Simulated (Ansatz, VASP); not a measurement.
One calculation of PtSe2 (Sudovikovite), two programs

File INCAR:

```
  PREC = Accurate
  ENCUT = 520
  EDIFF = 1E-7
  ISMEAR = -1
  SIGMA = 0.05
  LREAL = False
  LASPH = True
  NELM = 100
  ALGO = Normal
  ISIF = 2
  LWAVE = False
  LCHARG = False
  GGA = B5
  ALDAX = 1.0
  AGGAX = 1.0
  AGGAC = 1.0
  ALDAC = 0.0
  IVDW = 13
  VDW_S6 = 1.0
  VDW_S8 = 2.34076671
  VDW_A1 = 0.44488865
  VDW_A2 = 4.0933009
  NBANDS = 18
```

The input KPOINTS:

```
regular mesh
0
Gamma
  8 8 5
```

Contents of POSCAR:

```
PtSe2
1.0
    3.6990059583      0.0000000000      0.0000000000
   -1.8495029792      3.2034331287      0.0000000000
    0.0000000000      0.0000000000      5.0280258220
Pt Se
1 2
Direct
    0.0000000000      0.0000000000      0.0000000000
    0.6666666667      0.3333333333      0.7500000000
    0.3333333333      0.6666666667      0.2500000000
```

The input input.yaml:

```yaml
crystal:
  lattice:
    - [3.6990059583, 0.0, 0.0]
    - [-1.8495029792, 3.2034331287, 0.0]
    - [0.0, 0.0, 5.028025822]
  atoms:
    - { symbol: Pt, position: [0.0, 0.0, 0.0] }
    - { symbol: Se, position: [0.6666666667, 0.3333333333, 0.75] }
    - { symbol: Se, position: [0.3333333333, 0.6666666667, 0.25] }
hamiltonian:
  xc: blyp
  pseudopotentials: { kind: paw }
  dispersion: d4
kpoints:
  mp_grid: { grid: [8, 8, 5] }
scf:
  occupations: { method: fermi_dirac, width: 0.05 }
output:
  forces: true
  stress: true
  eigenvalues: true
  write_density: true
  write_potential: true
  elf: true
  volumetric_format: npy
```

Alike in both runs: task single point; functional BLYP; dispersion D4; k mesh 8 × 8 × 5; occupations fermi-dirac, width 0.05 eV; no spin polarisation.

|  | VASP | Ansatz |
| --- | --- | --- |
| version | VASP 6.6.1 | Ansatz 0.2.0 |
| potentials or method | VASP PAW PBE potentials, release 64 (Pt, Se) | Ansatz PAW |
| plane-wave cutoff (eV) | 520 | 420 |
| valence electrons in the cell | 22 | 50 |

|  | VASP | Ansatz | Ansatz less VASP |
| --- | --- | --- | --- |
| gap on the k mesh at the Fermi level (eV) | none | none | - |
| pressure (GPa) | 11.0 | 10.2 | -0.75 |
| largest component of the traceless stress (GPa) | 2.81 | 2.61 | -0.199 |
| rms of the force components (eV/Å) | 0.686 | 0.649 | -0.0373 |
| dispersion energy (meV/atom) | -983.9 | -984.0 | -0.16 |

Atom by atom the forces differ by 0.037 eV/Å (rms over components). A gap of «none» marks a metal or a gap that the smearing closes. The two sets of potentials don't hold the same shells in valence.

Caveats: pairwise dispersion overbinds metals, which lowers pressure and volume; the PAW data sets were made with another functional, which shifts forces and pressure a little (VASP); the PAW data sets come from PBE, with cores solved anew for the run's functional, which leaves a small shift of forces and pressure (Ansatz); forces of over 1 eV/Å show positions far from the minimum, so gaps and moduli don't describe the material at rest (Ansatz). The runs have no spin-orbit coupling, so splittings on Pt are missing.
